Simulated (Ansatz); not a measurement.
System: spinel MgAl₂O₄. Method: rVV10 (plane waves, PAW; Ansatz, a program for electronic structure).

Run with plane-wave cutoff 520 eV, 8×8×8 k mesh, Fermi–Dirac smearing 0.01 eV, scalar-relativistic PAW data made under PBE.

Properties against volume:

Shape and atoms are relaxed at each volume.

```csv
V (Å³/atom),P (GPa),direct gap at Γ (eV),smallest gap on the k mesh (eV)
9.365,8.05,5.436,5.424
9.560,3.82,5.235,5.223
9.755,0.00,5.041,5.028
9.950,-3.45,4.855,4.841
10.145,-6.57,4.675,4.661
```

A straight line through the gaps at Γ against ln V gives a volume deformation potential dE_g(Γ)/d ln V of -9.5 eV: the gap at Γ widens under compression.

Measured, for comparison: band gap 7.8 eV (temperature not stated, not corrected to a static lattice; as tabulated in Neo et al. (2023), doi:10.1002/gch2.202200236).

Note: the bulk modulus comes from volumes at which shape and atoms were relaxed.
